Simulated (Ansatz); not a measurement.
# TiTe2 (fluorite type): how the settings move a single-point run

Question: which choices in the input matter for TiTe2 (fluorite type)?

Program: Ansatz 0.2.0. Level of theory: reference: DFT, PBE, PAW with Ansatz's default frozen-core files, scalar-relativistic. These are calculated values, not measurements.

### Step 1. The starting structure

Symmetry: Fm-3m, No. 225, cubic system. The conventional cell has a = 6.884 Å, b = 6.884 Å, c = 6.884 Å, α = 90.00°, β = 90.00°, γ = 90.00°. Ti (site symmetry m-3m) is surrounded by 8 Te at 2.98 Å. Around Te (site symmetry -43m) lie 4 Ti at 2.98 Å.

As a file:

```cif
data_structure
_symmetry_space_group_name_H-M 'P 1'
_symmetry_Int_Tables_number 1
_cell_length_a 4.8678
_cell_length_b 4.8678
_cell_length_c 4.8678
_cell_angle_alpha 60.000
_cell_angle_beta 60.000
_cell_angle_gamma 60.000
_cell_volume 81.56
loop_
_atom_site_label
_atom_site_type_symbol
_atom_site_fract_x
_atom_site_fract_y
_atom_site_fract_z
_atom_site_occupancy
Ti1 Ti 0.00000 0.00000 0.00000 1
Te1 Te 0.25000 0.25000 0.25000 1
Te2 Te 0.75000 0.75000 0.75000 1
```

### Step 2. Reference

Contents of input.yaml:

```yaml
crystal:
  lattice:
    - [0.0, 3.4420608922, 3.4420608922]
    - [3.4420608922, 0.0, 3.4420608922]
    - [3.4420608922, 3.4420608922, 0.0]
  atoms:
    - { symbol: Ti, position: [0.0, 0.0, 0.0] }
    - { symbol: Te, position: [0.25, 0.25, 0.25] }
    - { symbol: Te, position: [0.75, 0.75, 0.75] }
kpoints:
  mp_grid: { grid: [10, 10, 10] }
  band_path:
    path:
      - [0.0, 0.0, 0.0]
      - [0.5, 0.0, 0.5]
      - [0.625, 0.25, 0.625]
      - [0.375, 0.375, 0.75]
      - [0.0, 0.0, 0.0]
      - [0.5, 0.5, 0.5]
      - [0.5, 0.25, 0.75]
      - [0.5, 0.0, 0.5]
    npoints: 14
scf:
  occupations: { method: fermi_dirac, width: 0.03 }
hamiltonian:
  xc: pbe
  pseudopotentials: { kind: paw }
output:
  forces: true
  stress: true
  eigenvalues: true
  efg: { contact_densities: true }
  populations: true
  bader: true
  dos: { projected: true, de: 0.2, e_range: [-14, 8] }
  write_density: true
  write_potential: true
  elf: true
  volumetric_format: npy
```

Started as:

```console
$ ansatz run input.yaml --threads 1 --pin off --max-ram 3072MiB --backend cpu --events-out ev --progress --plain --runs-dir out
```

### Step 3. Changing settings: eigensolver.kind davidson, basis.precision f64

input.yaml, as its differences from that of step 2:

```diff
@@ -24,2 +24,3 @@
   occupations: { method: fermi_dirac, width: 0.03 }
+  eigensolver: { kind: davidson }
 hamiltonian:
@@ -33,7 +34,3 @@
   populations: true
-  bader: true
-  dos: { projected: true, de: 0.2, e_range: [-14, 8] }
-  write_density: true
-  write_potential: true
-  elf: true
-  volumetric_format: npy
+basis:
+  precision: f64
```

### Step 4. Variant: lower_state_search standard, xc lda

input.yaml, as its differences from that of step 2:

```diff
@@ -24,4 +24,5 @@
   occupations: { method: fermi_dirac, width: 0.03 }
+  lower_state_search: standard
 hamiltonian:
-  xc: pbe
+  xc: lda
   pseudopotentials: { kind: paw }
@@ -33,7 +34 @@
   populations: true
-  bader: true
-  dos: { projected: true, de: 0.2, e_range: [-14, 8] }
-  write_density: true
-  write_potential: true
-  elf: true
-  volumetric_format: npy
```

Before running it: what results should come out? Wanted: for each run, ending; energy change; pressure; gap; force.

The runs gave:

```tsv
run	ending	energy change	pressure (GPa)	gap (eV)	force (eV/Å)	cycles	time
reference	converged	0	0.0	0.00	0.00	6	27 s
1: eigensolver.kind davidson, basis.precision f64	converged	0.0 meV/atom	0.0	0.00	0.00	6	15 s
2: lower_state_search standard, xc lda	converged	not comparable	-4.6	0.00	0.00	7	14 s
```

Times don't compare one to one where runs were asked for different outputs or read a saved state (see the inputs); cycles may leave out searches for a lower state.

Residual by cycle in the longest SCF loop of each run; runs are numbered as in the table. The quantity is the density residual dr2, in eV.

```tsv
cycle	reference	run 1	run 2
1	0.0034	0.00301	0.0123
2	0.00492	0.00339	0.0133
3	2.3e-4	1.5e-4	3.2e-4
4	3.1e-5	2.9e-5	1.9e-4
5	3.1e-7	1.1e-6	3.7e-6
6	7.0e-8	3.6e-8	8.4e-8
7	-	-	1.7e-9
```

What this shows: «eigensolver.kind davidson, basis.precision f64» leaves the energy as it was. The pressure spans -4.6 to 0.0 GPa over the reference and the converged variants. The reference has no spin polarisation; with Ti present, a magnetic state may lie lower.
